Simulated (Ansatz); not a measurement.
Cost and result for the equilibrium volume of ZrS2

The structure is trigonal, space group P-3m1 (No. 164). The conventional cell has a = 3.691 Å, b = 3.691 Å, c = 6.041 Å, α = 90.00°, β = 90.00°, γ = 120.00°. Zr (site symmetry -3m) has 6 S at 2.57 Å as nearest neighbours. S (site symmetry 3m) has 3 Zr at 2.57 Å as nearest neighbours.

The cell is a database's computed one, not the measured one.

```csv
rung,level,program and potentials,cutoff (eV),k mesh,smearing,core time,chip,equilibrium volume (Å³/atom),notes
GGA + dispersion,PBE+D3(BJ),"Ansatz, Ansatz PAW",420,8 × 8 × 5,fermi-dirac 0.05,17 s,Arm Neoverse V1,21.82,-
GGA + dispersion,PBEsol+D4,"Ansatz, Ansatz PAW",420,8 × 8 × 5,fermi-dirac 0.05,17 s,Arm Neoverse V1,21.32,"potentials made for PBE, which Ansatz adapts in part"
GGA,rPW86-PBE,"Ansatz, Ansatz PAW",420,8 × 8 × 5,fermi-dirac 0.05,24 s,Arm Neoverse V1,26.12,"potentials made for PBE, which Ansatz adapts in part"
GGA + dispersion,BLYP+D3(BJ),"Ansatz, Ansatz PAW",420,8 × 8 × 5,fermi-dirac 0.05,27 s,Intel Xeon Skylake/Cascade Lake,21.48,"potentials made for PBE, which Ansatz adapts in part"
GGA + dispersion,PBEsol+D3(BJ),"Ansatz, Ansatz PAW",420,8 × 8 × 5,fermi-dirac 0.05,33 s,Intel Xeon Skylake/Cascade Lake,20.49,"potentials made for PBE, which Ansatz adapts in part"
GGA + dispersion,revPBE+D3(BJ),"Ansatz, Ansatz PAW",420,8 × 8 × 5,fermi-dirac 0.05,33 s,Intel Xeon Skylake/Cascade Lake,20.98,"potentials made for PBE, which Ansatz adapts in part"
GGA,PBEsol,"Ansatz, Ansatz PAW",420,8 × 8 × 5,fermi-dirac 0.05,34 s,Intel Xeon Skylake/Cascade Lake,22.37,"potentials made for PBE, which Ansatz adapts in part"
GGA + dispersion,RPBE+D4,"Ansatz, Ansatz PAW",420,8 × 8 × 5,fermi-dirac 0.05,38 s,Intel Xeon Skylake/Cascade Lake,21.75,"potentials made for PBE, which Ansatz adapts in part"
GGA,PBE,"Ansatz, Ansatz PAW",420,8 × 8 × 5,fermi-dirac 0.05,50 s,Intel Xeon Skylake/Cascade Lake,26.50,-
hybrid,r2SCAN50,"Ansatz, Ansatz PAW",500,4 × 4 × 3,fermi-dirac 0.05,2.5 min,Arm Neoverse V2,23.98,"coarse mesh; potentials made for PBE, which Ansatz adapts in part"
hybrid,PBE0,"Ansatz, Ansatz PAW",420,4 × 4 × 2,fermi-dirac 0.05,3 min,AMD EPYC 7R43 Zen 3,25.78,"coarse mesh; potentials made for PBE, which Ansatz adapts in part"
hybrid,HSE06,"Ansatz, Ansatz PAW",420,6 × 6 × 4,fermi-dirac 0.05,3.1 min,AMD EPYC 7R13 Zen 3,25.53,"potentials made for PBE, which Ansatz adapts in part"
```

Times are single runs on shared hosts and different chips, so they are rough; meshes, cutoffs and the tasks' sizes weigh on the time. Task: relaxation of cell and atoms. All rows: no spin polarisation. Smearing widths are in eV. Meshes differ between rows, which moves values too. Meshes are those of the run's cell of 3 atoms unless a note names another. Relaxations start from the cell shown or near it and stop with a little pressure left. Runs on faulty files, with rough fits or with known faults for this quantity aren't shown. No row holds spin-orbit coupling.

By rung: GGA + dispersion 20.49 to 21.82; GGA 22.37 to 26.50; hybrid 25.53; hybrid on coarse meshes 23.98 to 25.78 (Å³/atom).
